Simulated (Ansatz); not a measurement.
Density of states of Cr

```
Cr
1.0
    -1.44195    1.44195    1.44195
     1.44195   -1.44195    1.44195
     1.44195    1.44195   -1.44195
Cr
1
Direct
  0.00000 0.00000 0.00000
```

The cell comes from COD entry 5000220, which wasn't checked; take it as a given geometry.

Level of theory: DFT, PBE, all-electron LAPW, scalar-relativistic (Ansatz 0.2.0).

Settings: a Γ-centred 16×16×16 k mesh, Fermi–Dirac smearing of 0.03 eV, basis error target 0.5 meV/atom, spin-polarised from start moments Cr 3 μB (the moments died away, and the run ended non-magnetic).

States per eV and cell, averaged over 0.4 eV, from -7.8 to 6.0 eV, with energies (bin centres) from the Fermi level; empty bins are left out. The partial columns, the largest 2 alone, are projections on Löwdin-orthogonalised atomic shells (those that the program's projection atoms carry: the occupied ones and, for some elements, an empty d or f shell; other empty shells have no column), summed over atoms of an element. Weights on diffuse s and p shells depend on that basis and aren't pure angular character.

```tsv
E (eV)	total	Cr 3d	Cr 4s
-7.7	0.01	0.00	0.01
-7.3	0.04	0.00	0.04
-6.9	0.06	0.00	0.05
-6.5	0.08	0.00	0.07
-6.1	0.10	0.01	0.09
-5.7	0.13	0.01	0.10
-5.3	0.16	0.03	0.12
-4.9	0.21	0.06	0.14
-4.5	0.30	0.12	0.17
-4.1	0.77	0.55	0.21
-3.7	1.10	0.91	0.18
-3.3	1.53	1.37	0.14
-2.9	0.89	0.85	0.04
-2.5	0.95	0.93	0.01
-2.1	2.28	2.23	0.02
-1.7	1.78	1.68	0.07
-1.3	2.26	2.02	0.18
-0.9	1.27	1.13	0.09
-0.5	0.56	0.47	0.05
-0.1	0.61	0.55	0.03
0.3	1.09	1.05	0.02
0.7	1.99	1.96	0.01
1.1	2.60	2.58	0.02
1.5	3.04	2.96	0.06
1.9	1.49	1.36	0.10
2.3	1.09	0.97	0.10
2.7	0.40	0.27	0.11
3.1	0.35	0.19	0.13
3.5	0.33	0.14	0.13
3.9	0.31	0.10	0.13
4.3	0.29	0.08	0.12
4.7	0.28	0.06	0.12
5.1	0.26	0.05	0.11
5.5	0.24	0.03	0.09
5.9	0.22	0.02	0.08
```

(1) Which of the resolved shells contributes most within 0.3 eV of the Fermi level?

(2) Where is the centre of the filled Cr 3d states between -14 eV and the top of the filled states?

Answers

(1) Cr 3d, with 92 % of all states there; Cr 4s follows with 4 %.

(2) -2.13 eV from the Fermi level.
